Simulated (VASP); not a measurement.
Al2O3, 5 atoms in the cell. The cell holds a sheet with vacuum, 5 atoms: a = 2.888 Å, b = 2.888 Å, c = 30.089 Å, α = 90.00°, β = 90.00°, γ = 120.00°. The cell was built by a generator and needn't be a form met in nature.

| Quantity | Value |
| --- | --- |
| Program | VASP 6.6.1 |
| Task | single point |
| Functional | PBE |
| Potentials or basis | VASP PAW PBE potentials, release 64 (Al, O) |
| Cutoff | 520 eV |
| k mesh | 12 × 12 × 1 |
| Occupations | gaussian, width 0.02 eV |
| Spin | no spin polarisation |
| Dipole correction | yes |
| Further INCAR settings | ALGO = Normal; EDIFF = 1e-06; NBANDS = 20 |

Potentials or basis: VASP PAW PBE potentials, release 64 (Al, O).

Launch:

```sh
$ cat potpaw_PBE.64/Al/POTCAR potpaw_PBE.64/O/POTCAR > POTCAR
$ mpirun -np 1 vasp_std > vasp.out
```

Hardware: 1 thread of Intel(R) Xeon(R) Platinum 8259CL CPU @ 2.50GHz (Skylake/Cascade Lake), with other jobs on the host.

Task: Estimate the wall time of this run.

Result: Run time: 110 s on 1 thread of Intel(R) Xeon(R) Platinum 8259CL CPU @ 2.50GHz (Skylake/Cascade Lake), with other jobs on the host, peak memory 0.36 GiB. Counts: scf iterations 23, k points 19.
